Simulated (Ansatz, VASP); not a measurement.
## SnSe in VASP and in Ansatz

Contents of INCAR:

```
SYSTEM = SnSe
PREC = Accurate
ENCUT = 520
EDIFF = 1E-6
ISMEAR = 0
SIGMA = 0.012
LREAL = .FALSE.
LASPH = .TRUE.
NELM = 80
ALGO = Fast
ISIF = 2
LWAVE = .FALSE.
LCHARG = .FALSE.
GGA = PE
```

File KPOINTS:

```
regular mesh
0
G
  3 6 6
  0 0 0
```

Contents of POSCAR:

```
SnSe
1.0
   11.4200000000      0.0000000000      0.0000000000
    0.0000000000      4.1900000000      0.0000000000
    0.0000000000      0.0000000000      4.4600000000
Sn Se
4 4
Direct
    0.8770000000      0.7500000000      0.9090000000
    0.6230000000      0.2500000000      0.4090000000
    0.3770000000      0.7500000000      0.5910000000
    0.1230000000      0.2500000000      0.0910000000
    0.6430000000      0.7500000000      0.9840000000
    0.8570000000      0.2500000000      0.4840000000
    0.1430000000      0.7500000000      0.5160000000
    0.3570000000      0.2500000000      0.0160000000
```

File input.yaml:

```yaml
crystal:
  lattice:
    - [11.42, 0.0, 0.0]
    - [0.0, 4.19, 0.0]
    - [0.0, 0.0, 4.46]
  atoms:
    - { symbol: Sn, position: [0.877, 0.75, 0.909] }
    - { symbol: Sn, position: [0.623, 0.25, 0.409] }
    - { symbol: Sn, position: [0.377, 0.75, 0.591] }
    - { symbol: Sn, position: [0.123, 0.25, 0.091] }
    - { symbol: Se, position: [0.643, 0.75, 0.984] }
    - { symbol: Se, position: [0.857, 0.25, 0.484] }
    - { symbol: Se, position: [0.143, 0.75, 0.516] }
    - { symbol: Se, position: [0.357, 0.25, 0.016] }
hamiltonian:
  xc: pbe
  pseudopotentials: { kind: paw }
kpoints:
  mp_grid: { grid: [3, 6, 6] }
scf:
  occupations: { method: gaussian, width: 0.012 }
output:
  forces: true
  stress: true
  eigenvalues: true
```

Alike in both runs: task single point; functional PBE; k mesh 3 × 6 × 6; occupations gaussian, width 0.012 eV; no spin polarisation.

|  | VASP | Ansatz |
| --- | --- | --- |
| version | VASP 6.6.1 | Ansatz 0.2.0 |
| potentials or method | VASP PAW PBE potentials, release 64 (Sn_d, Se) | Ansatz PAW |
| plane-wave cutoff (eV) | 520 | 420 |
| valence electrons in the cell | 80 | 120 |

|  | VASP | Ansatz | Ansatz less VASP |
| --- | --- | --- | --- |
| gap on the k mesh at the Fermi level (eV) | 0.54 | 0.54 | +0.005 |
| least direct gap on the mesh (eV) | 0.71 | 0.71 | +0.009 |
| pressure (GPa) | 2.4 | 2.4 | -0.01 |
| largest component of the traceless stress (GPa) | 1.85 | 1.82 | -0.023 |
| rms of the force components (eV/Å) | 0.173 | 0.165 | -0.0074 |

Atom by atom the forces differ by 0.009 eV/Å (rms over components). The functional is the same, so the differences come from potentials, cutoffs and numerics. The two sets of potentials don't hold the same shells in valence.

Caveats: spin-orbit coupling is left out, which moves the levels of the heavy elements; an odd mesh through Γ misses points on the zone boundary, where band edges often lie (VASP); odd divisions of the mesh miss points on the zone boundary, where band edges often lie, so the gap on the mesh can be too wide (Ansatz).
